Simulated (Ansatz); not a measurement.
**How far is PAW off for TaS₂?**

```
Ta S
1.0
     3.38350    0.00000    0.00000
    -1.69175    2.93020    0.00000
     0.00000    0.00000    5.86000
Ta S
1 2
Direct
  0.00000 0.00000 0.00000
  0.33333 0.66667 0.25000
  0.66667 0.33333 0.75000
```

Atom numbers follow the list: Ta1, S2, S3.

The cell comes from COD entry 1537360, which wasn't checked; take it as a given geometry. It differs from other determinations. The listed cell was then made from it by scaling, straining or moving an atom.

Spin polarisation is left out, and whether a magnetic state lies lower isn't shown here.

Spin–orbit coupling is left out, though it moves levels of the heavy atoms by tenths of an eV or more.

All numbers are computed: DFT, LDA, PAW with Ansatz's default frozen-core files, scalar-relativistic (Ansatz 0.2.0); DFT, LDA, all-electron PAW with datasets made for the crystal, scalar-relativistic (Ansatz 0.2.0); DFT, LDA, all-electron LAPW, scalar-relativistic (Ansatz 0.2.0).

For PAW: a Γ-centred 9×9×5 k mesh, Fermi–Dirac smearing of 0.03 eV, cutoff 420 eV, no spin polarisation; the PAW files were made with PBE, and the program remakes their frozen cores for this functional. The crystal-made all-electron datasets (AE datasets) take a cutoff of 400 eV at this cell. LAPW targets a basis error of 1 meV/atom. The Ansatz runs share mesh, smearing and spin set-up. Plane-wave (PAW) pressures include the program's estimate of the Pulay term.

Stress and pressure are positive in compression.

The change that made this cell: equal xx and yy strain of +1 %.

| quantity | PAW | AE datasets | LAPW |
| --- | --- | --- | --- |
| pressure (GPa) | -1.35 | -1.36 | -1.36 |
| stress xx (GPa) | -3.30 | -3.31 | -3.31 |
| stress zz (GPa) | 2.56 | 2.53 | 2.53 |
| force on S2, z (eV/Å) | 0.515 | 0.511 | 0.511 |

PAW's pressure differs from the LAPW value by about 0.01 GPa or less.
